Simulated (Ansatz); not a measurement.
`FC(F)(F)C(F)(F)Br` + HBr → `FC(F)(Br)Br` + trifluoromethane at 700 K and 1 bar (substitution at a C–C bond).

Program: Ansatz. Geometries: PBE0-D4/def2-TZVP. ΔE: electronic, gas phase. CBS: MP2 limit from def2 TZ/QZ plus the TZ coupled-cluster correction, frozen cores. This one scheme is used for every species. For Br outer-core shells are correlated without core-valence functions, which leaves a few kJ/mol of doubt a bond. Scalar relativity is left out up to krypton.

```
            species  CCSD(T)/CBS energy (Eh)  H − E (kJ/mol)  S (J/(mol·K))
`FC(F)(F)C(F)(F)Br`              -3148.36754           148.9          484.2
                HBr              -2573.91920            36.5          223.7
      `FC(F)(Br)Br`              -5384.24745            83.8          400.4
           `FC(F)F`               -338.02896           105.5          315.2
```

H − E and S are ideal-gas, rigid-rotor, harmonic terms from PBE0-D4/def2-TZVP. 1 Eh = 2625.50 kJ/mol, R = 8.31446 J/(mol·K).

**Question.** By hand: ΔE, ΔH, ΔS and ΔG.

**Answer.** ΔE = (-5384.24745) + (-338.02896) − (-3148.36754) − (-2573.91920) = 0.01033 Eh = 27.1 kJ/mol. Δ(H − E) = 83.8 + 105.5 − 148.9 − 36.5 = 3.9, so ΔH = 31.0 kJ/mol. ΔS = 400.4 + 315.2 − 484.2 − 223.7 = 7.7 J/(mol·K). ΔG = 31.0 − 700 × (7.7)/1000 = 25.6 kJ/mol.

**Question.** By hand: the equilibrium constant, and the temperature at which ΔG would vanish if ΔH and ΔS stayed fixed.

**Answer.** log₁₀ K = −ΔG/(RT ln 10) = -1.9. ΔG = 0 at ΔH/ΔS = 4026 K, far beyond where these terms or the molecules hold.

The number of gas molecules stays the same, so ΔS is small and ΔH decides. A doubt of 5 kJ/mol in ΔE shifts log₁₀ K by 0.4 here. These are equilibria of isolated gas molecules and say nothing of rates. Largest T1 diagnostic: 0.012 (customary marks: 0.02 for closed shells, 0.045 for open ones).
